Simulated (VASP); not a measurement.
Hf:

```
Hf
1.0
     0.00000    2.22000    2.22000
     2.22000    0.00000    2.22000
     2.22000    2.22000    0.00000
Hf
1
Direct
  0.00000 0.00000 0.00000
```

This isn't the form of Hf at room conditions, which is hcp.

* Program: VASP 6.6.1
* Task: relaxation of cell and atoms
* Functional: PBEsol
* Potentials or basis: VASP PAW PBE potentials, release 64 (Hf_pv)
* Cutoff: 600 eV
* k mesh: 16 × 16 × 16
* Occupations: gaussian, width 0.1 eV
* Spin: no spin polarisation

At the start: pressure -2.0 GPa; volume 21.88 Å³/atom.

**Question.** How do energy, volume and symmetry change on relaxing?

**Answer.** Over 3 steps the energy falls by 2.6 meV/atom and the volume is 21.47 Å³/atom (-1.9 %); space group Fm-3m (No. 225, to 0.05 Å).

The path:
| step | energy change (eV) | largest force (eV/Å) | pressure (GPa) | volume (Å³) |
| --- | --- | --- | --- | --- |
| 1 | 0.0000 | 0.0000 | -1.98 | 21.88 |
| 2 | 0.0005 | 0.0000 | 2.32 | 21.04 |
| 3 | -0.0026 | 0.0000 | -0.01 | 21.47 |

Final structure:
```yaml
crystal:
  lattice:
    - [0.00000, 2.20614, 2.20614]
    - [2.20614, 0.00000, 2.20614]
    - [2.20614, 2.20614, 0.00000]
  atoms:
    - { symbol: Hf, position: [0.00000, 0.00000, 0.00000] }
```

Caveat: the PAW data sets were made with another functional, which shifts forces and pressure a little.
